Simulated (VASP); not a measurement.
A run of VASP 6.6.1 is set up as follows.

Contents of INCAR:

```
SYSTEM = BN
ALGO     = Normal         ! electronic algorithm
EDIFF    = 1E-6           ! SCF threshold, eV
EDIFFG   = -0.01          ! ionic threshold
ENCUT    = 600            ! plane-wave cutoff, eV
IBRION   = 2              ! ionic algorithm
ISIF     = 3              ! what is computed and relaxed
ISMEAR   = 0              ! smearing method
LASPH    = .True.         ! aspherical terms in the spheres
LATTICE_CONSTRAINTS= .TRUE. .TRUE. .FALSE.
LCHARG   = .False.        ! write CHGCAR
LREAL    = .False.        ! projectors in reciprocal space
LWAVE    = .False.        ! write WAVECAR
NELM     = 80             ! most SCF steps
NSW      = 90             ! ionic steps
PREC     = Accurate       ! precision mode
SIGMA    = 0.03           ! smearing width, eV
```

The input KPOINTS:

```
k-points
0
Gamma
  15 15 1
  0 0 0
```

File POSCAR:

```
BN
1.0
    2.4982400000      0.0000000000      0.0000000000
   -1.2491200000      2.1635393000      0.0000000000
    0.0000000000      0.0000000000     18.0000000000
B N
1 1
Direct
    0.6666666700      0.3333333300      0.5000000000
    0.3333333300      0.6666666700      0.5000000000
```

Potentials or basis: VASP PAW LDA potentials, release 64 (B, N).

The run is started by

```bash
$ cat potpaw_LDA.64/B/POTCAR potpaw_LDA.64/N/POTCAR > POTCAR
$ mpirun -np 1 vasp_std > vasp.out
```

**Question.** What does it give for the relaxed cell?

**Answer.** a = 2.489 Å, b = 2.489 Å, c = 18.000 Å, α = 90.00°, β = 90.00°, γ = 120.00°.

**Question.** What does it give for the space group after relaxing (to 0.05 Å)?

**Answer.** P-6m2 (No. 187).

**Question.** What does it give for the relaxed volume?

**Answer.** 48.28 Å³/atom.

**Question.** Estimate the band gap on the k mesh.

**Answer.** 4.60 eV, direct.

The path:
```csv
step,energy change (eV),largest force (eV/Å),pressure (GPa),volume (Å³)
1,0.0000,0.0000,-0.53,97.29
2,0.0054,0.0000,1.05,95.11
3,-0.0018,0.0000,-0.02,96.56
```

Expect the measured gap to be larger: semilocal functionals such as LDA lack the derivative discontinuity. LDA usually gives volumes a few per cent too small.
